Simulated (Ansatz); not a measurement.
Input of an Ansatz 0.2.0 run:

File input.yaml:

```yaml
crystal:
  lattice:
    - [0.0, 2.5575, 2.5575]
    - [2.5575, 0.0, 2.5575]
    - [2.5575, 2.5575, 0.0]
  atoms:
    - { symbol: Hf, position: [0.0, 0.0, 0.0] }
    - { symbol: O, position: [0.75, 0.75, 0.75] }
    - { symbol: O, position: [0.25, 0.25, 0.25] }
hamiltonian:
  xc: r2scan
  pseudopotentials: { kind: paw }
  hubbard: { sites: [{ species: Hf, l: d, u_eff: 3.5 }] }
kpoints:
  mp_grid: { grid: [9, 9, 9] }
  band_path:
    path:
      - [[0.0, 0.0, 0.0], [0.5, 0.0, 0.5], [0.5, 0.25, 0.75], [0.375, 0.375, 0.75], [0.0, 0.0, 0.0], [0.5, 0.5, 0.5], [0.625, 0.25, 0.625], [0.5, 0.25, 0.75], [0.5, 0.5, 0.5], [0.375, 0.375, 0.75]]
      - [[0.625, 0.25, 0.625], [0.5, 0.0, 0.5]]
    npoints: 14
scf:
  occupations: { method: fermi_dirac, width: 0.05 }
  n_extra_bands: 7
output:
  forces: true
  stress: true
  eigenvalues: true
  fatbands: true
  write_density: true
  write_potential: true
  elf: true
  volumetric_format: npy
```

Potentials or basis: Ansatz PAW.

Command:

```bash
$ ansatz run input.yaml --threads 2 --pin off --max-ram 5120MiB --backend cpu --events-out ev --progress --plain --runs-dir out
```

Question: Predict the band gap on the k mesh.

Answer: 4.97 eV, indirect (least direct gap 5.07 eV).

Question: What does it give for the band gap along the path?

Answer: 4.86 eV, direct.

Question: Estimate the pressure.

Answer: -3.4 GPa.

Eigenvalues of the final occupation matrices:
```tsv
site	spin	trace	eigenvalues
site 1	1	0.95	0.11 0.11 0.24 0.24 0.24
```

Caveat: the k mesh misses the band edges, so the gap on the mesh is wider than the one along the path; spin-orbit coupling is left out, which moves the levels of the heavy elements; the PAW data sets come from PBE, with cores solved anew for the run's functional, which leaves a small shift of forces and pressure.
